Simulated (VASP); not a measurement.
A run of VASP 6.6.1:

File POSCAR:

```
InP
1.0
    0.0000000000      2.9390910341      2.9390910341
    2.9390910341      0.0000000000      2.9390910341
    2.9390910341      2.9390910341      0.0000000000
In P
1 1
Direct
    0.0000000000      0.0000000000      0.0000000000
    0.2500000000      0.2500000000      0.2500000000
```

The input INCAR.step1:

```
SYSTEM = InP
ALGO = Normal ; EDIFF = 1E-5
ENCUT = 520 ; GGA = PE
ISIF = 2 ; ISMEAR = 0
LASPH = .TRUE. ; LCHARG = .FALSE.
LREAL = .FALSE. ; LWAVE = .TRUE.
NBANDS = 16 ; NELM = 100
PREC = Accurate ; SIGMA = 0.01
```

The input INCAR.step2:

```
SYSTEM = InP
ALGO = Normal ; EDIFF = 1E-7
ENCUT = 520 ; GGA = PE
HFSCREEN = 0.2079 ; ISIF = 2
ISMEAR = 0 ; ISTART = 1
LASPH = .TRUE. ; LCHARG = .FALSE.
LHFCALC = .TRUE. ; LREAL = .FALSE.
LWAVE = .FALSE. ; NBANDS = 16
NELM = 100 ; PREC = Accurate
PRECFOCK = Normal ; SIGMA = 0.01
```

The input KPOINTS:

```
k-points
0
G
  6 6 6
  0 0 0
```

Potentials or basis: VASP PAW PBE potentials, release 64 (In_d, P).

The run is started by

```sh
$ cat potpaw_PBE.64/In_d/POTCAR potpaw_PBE.64/P/POTCAR > POTCAR
$ cp INCAR.step1 INCAR
$ mpirun -np 1 vasp_std > vasp.out
$ cp INCAR.step2 INCAR
$ mpirun -np 1 vasp_std > vasp.out
```

Hardware: 1 thread of Intel(R) Xeon(R) Platinum 8488C (Sapphire Rapids), with other jobs on the host.

Task: Estimate the wall time of this run.

Result: It took 31 min on 1 thread of Intel(R) Xeon(R) Platinum 8488C (Sapphire Rapids), with other jobs on the host, peak memory 0.3 GiB. Counts: scf iterations 13, k points 16.
